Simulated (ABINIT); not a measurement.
The system is ZnS (Wurtzite-2H).

```
Zn S
1.0
     3.81100    0.00000    0.00000
    -1.90550    3.30042    0.00000
     0.00000    0.00000    6.23400
Zn S
2 2
Direct
  0.66667 0.33333 0.50000
  0.33333 0.66667 0.00000
  0.66667 0.33333 0.88500
  0.33333 0.66667 0.38500
```

Base run:

```yaml
Program: ABINIT 10.8.3 (patched build)
Functional: PW91
Potentials_or_basis: JTH PAW PBE v2.0
Cutoff: 707 eV
k_mesh: 8 × 8 × 5
Occupations: fermi-dirac, width 0.05 eV
Spin: no spin polarisation
```

Its results: band gap on the k mesh 2.21 eV, direct; pressure 2.1 GPa; largest force 0.320 eV/Å.

Problem. After a change of settings the same cell gave: band gap on the k mesh 2.10 eV, direct; pressure -1.3 GPa; largest force 0.308 eV/Å. Which change was it?
A. functional from PW91 to PBEsol
B. functional from PW91 to SCAN
C. functional from PW91 to PBE
D. functional from PW91 to LDA

Solution. A.

PBEsol binds more tightly than PW91, so the same cell stands under less pressure.

Caveats: the PAW data sets were made with another functional, which shifts forces and pressure a little.
